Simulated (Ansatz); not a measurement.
## Elastic constants of TiC at 11 GPa (stress–strain coefficients): input and output

Computed with Ansatz 0.2.0, DFT PBE, scalar-relativistic, plane waves, PAW.

Launched with:
```bash
ansatz run input.yaml --threads 1 --pin off --max-ram 3072MiB --backend cpu --events-out ev --progress --plain --runs-dir out
```

Input (bare energies are in eV):
```yaml
crystal:
  lattice:
    - [0.0, 2.1376040173, 2.1376040173]
    - [2.1376040173, 0.0, 2.1376040173]
    - [2.1376040173, 2.1376040173, 0.0]
  atoms:
    - { symbol: Ti, position: [0.0, 0.0, 0.0] }
    - { symbol: C, position: [0.5, 0.5, 0.5] }
basis:
  ecutwfc: 420
kpoints:
  mp_grid: { grid: [16, 16, 16] }
hamiltonian:
  xc: pbe
scf:
  occupations: { method: fermi_dirac, width: 0.15 }
output:
  forces: true
  stress: true
  eigenvalues: true
elastic:
  mode: relaxed_ion
  amplitude: 0.005
```

From the output:
```
--- Elastic constants: 2 strain directions × 4 members + reference (group order 48) ---
  dense FFT box of the reference and of every strained cell: 24×24×24
  strains applied: 11, 23; error gains: componentwise 1.00 (the most a stress slope's error grows in a printed constant), spectral 1.73 (1 for all six strains in a standard setting)
  C = ∂σ_k/∂η_j (tension-positive GPa; Voigt order 11 22 33 23 13 12):
       603.889    138.101    138.101     -0.000     -0.000      0.000
       138.101    603.889    138.101      0.000     -0.000     -0.000
       138.101    138.101    603.889     -0.000     -0.000      0.000
        -0.000      0.000      0.000    176.712      0.000      0.000
        -0.000      0.000      0.000     -0.000    176.712      0.000
         0.000     -0.000     -0.000      0.000      0.000    176.712
  reference stress σ⁰ (GPa):    -11.000    -11.000    -11.000      0.000      0.000      0.000
  C* (energy form; C + prestress term) asymmetry max|C*_kj − C*_jk| = 4.263e-14 GPa — a small one proves nothing (zero by symmetry where the batch's group is 432, −43m or m−3m); a large one is finite-difference/SCF noise where every solve ...
  moduli (Voigt/Reuss/Hill, GPa): K = 293.36/293.36/293.36   G = 199.18/195.58/197.38   E = 483.68   ν = 0.225
  mechanically stable: yes (min eigenvalue of sym C = 176.71 GPa)
  strain η (Voigt 11):  stress-route row diagonal C_11 = 603.89 GPa, energy-path curvature d²(F+E_count+ΔE)/dδ²/Ω₀ = 603.85 GPa
    cells at ±δ against ±2δ: C11 604.10 and 604.72 GPa, apart by 0.10 % of the column's largest entry
         δ    σ_11 (GPa) F (eV) n_scf n_hpsi n_pw
    -1.000e-2     -17.3667       -2752.2394552       8   77273    388   relax 0 steps, max|allowed force component| 3.75e-30 eV/Å
    -5.000e-3     -14.1007       -2752.2490326       4   63127    391   relax 0 steps, max|allowed force component| 1.97e-31 eV/Å
     5.000e-3      -8.0597       -2752.2624750       4   64772    392   relax 0 steps, max|allowed force component| 2.96e-30 eV/Å
     1.000e-2      -5.2723       -2752.2665363       7   69026    395   relax 0 steps, max|allowed force component| 4.44e-31 eV/Å
  strain η (Voigt 23):  stress-route row diagonal C_44 = 176.71 GPa, energy-path curvature d²(F+E_count+ΔE)/dδ²/Ω₀ = 182.20 GPa
    cells at ±δ against ±2δ: C44 176.73 and 176.77 GPa, apart by 0.02 % of the column's largest entry
         δ    σ_23 (GPa) F (eV) n_scf n_hpsi n_pw
    -1.000e-2      -1.7677       -2752.2555663       7  129238    392   relax 0 steps, max|allowed force component| 1.68e-30 eV/Å
    -5.000e-3      -0.8836       -2752.2564017       4  113000    392   relax 0 steps, max|allowed force component| 4.34e-30 eV/Å
     5.000e-3       0.8836       -2752.2564017       4  112726    392   relax 0 steps, max|allowed force component| 1.34e-29 eV/Å
     1.000e-2       1.7677       -2752.2555663       6  116055    392   relax 0 steps, max|allowed force component| 5.32e-30 eV/Å
```

It took 58 s on 1 thread of Intel(R) Xeon(R) Platinum 8259CL CPU @ 2.50GHz (Skylake/Cascade Lake), on a shared host, peak memory 0.53 GiB.

In a metal, frequencies and elastic constants depend on the k mesh and the smearing, soft modes and shear constants most.